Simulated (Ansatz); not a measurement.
TiC (Fm-3m), a vibration from a frozen displacement

All numbers below come from DFT PBE, scalar-relativistic, plane waves, PAW (Ansatz 0.2.0). Settings: plane waves to 420 eV, k-mesh 18×18×18 (Γ-centred), Gaussian smearing 0.15 eV. No spin polarisation. Energies are free energies at this smearing, counted from the undisturbed cell; pressure is positive in compression.

The starting cell (as given, not relaxed at this level; it stands at 0.9 GPa):

```yaml
crystal:
  lattice:
    - [0.00000, 2.16400, 2.16400]
    - [2.16400, 0.00000, 2.16400]
    - [2.16400, 2.16400, 0.00000]
  atoms:
    - { symbol: Ti, position: [0.00000, 0.00000, 0.00000] }
    - { symbol: C, position: [0.50000, 0.50000, 0.50000] }
```

Every Ti atom is moved by x along the Cartesian unit vector (0.000, 0.000, -1.000); the cell and all other atoms stay fixed. The cell's volume is 20.27 Å³; the moved atoms weigh 47.867 u together and the others 12.011 u. Some rows repeat others by symmetry and weren't run.

| x (Å) | ΔE (meV/cell) | total force on the moved atoms along the move (eV/Å) | pressure (GPa) |
| --- | --- | --- | --- |
| -0.2000 | 186.91 | 1.9760 | 5.7744 |
| -0.1750 | 141.43 | 1.6668 | 4.5920 |
| -0.1500 | 103.31 | 1.3881 | 3.5842 |
| -0.1250 | 71.80 | 1.1373 | 2.7415 |
| -0.1000 | 46.25 | 0.9094 | 2.0607 |
| -0.0750 | 26.24 | 0.6920 | 1.5400 |
| -0.0500 | 11.72 | 0.4676 | 1.1716 |
| -0.0250 | 2.93 | 0.2346 | 0.9512 |
| 0.0000 | 0.00 | 0.0000 | 0.8779 |
| 0.0250 | 2.93 | -0.2346 | 0.9512 |
| 0.0500 | 11.72 | -0.4676 | 1.1716 |
| 0.0750 | 26.24 | -0.6920 | 1.5400 |
| 0.1000 | 46.25 | -0.9094 | 2.0607 |
| 0.1250 | 71.80 | -1.1373 | 2.7415 |
| 0.1500 | 103.31 | -1.3881 | 3.5842 |
| 0.1750 | 141.43 | -1.6668 | 4.5920 |
| 0.2000 | 186.91 | -1.9760 | 5.7744 |

Question: What frequency belongs to this motion?

Answer: The force constant is k = −dF/dx = 9.384 eV/Å², from the parabola through x = -0.0250, 0 and 0.0250. In every cell the moved atoms swing against the rest, so the mass is μ = m₁m₂/(m₁ + m₂) = 9.602 u, and ν̃ = 521.5 cm⁻¹ × √(|k|/μ) = 516 cm⁻¹. To first order in x, and within 1 %, the force on every atom lies along the move and, within each of the two groups, in proportion to the atom's mass, so this is itself a mode at the zone centre of this cell.

Question: How far does the harmonic law reach?

Answer: At x = -0.200 Å, kx²/2 = 187.68 meV against the computed 186.91 meV (-0.4 %): the well is still close to harmonic there.

Question: The pressure changes with x². What does that say about the frequency under compression?

Answer: With E = k(V)x²/2, k ∝ V^(−2γ) and x scaling with the cell as V^(1/3), P − P0 = −∂E/∂V = (2γ − 2/3) ΔE/V. At x = 0.0500 Å, V(P − P0) = 20.27 × 0.29368 / 160.2 eV = 37.15 meV and ΔE = 11.72 meV, so γ = 1/3 + V(P − P0)/(2ΔE) = 1.92. This is the Grüneisen parameter of the motion under uniform scaling of the cell: shrinking the cell evenly by 1 % in volume raises the frequency by about 1.92 %.

In a metal these slopes depend on the k mesh and the smearing.

The 516 cm⁻¹ mode is stiff because moving the Ti sublattice against carbon compresses and stretches strong Ti d–C p bonds, while the light carbon atom carries most of the motion. Metallic screening removes the long-range field that would split longitudinal from transverse optical modes in an insulating rocksalt crystal, so one frequency serves all three polarisations at the zone centre.

The close energy match at the largest displacement flatters the harmonic law. The restoring force per unit displacement first falls, reaches a minimum near 0.1000 Å, then rises above its initial value, so softening and stiffening partly cancel in the energy. Short-range repulsion probably drives the later rise; the earlier softening may reflect shifts of states near the Fermi level. The pressure increase shows that this vibration favours a larger cell, consistent with bonds that stiffen on compression. One optical mode does not, however, determine the crystal's thermal expansion, to which acoustic modes also contribute.
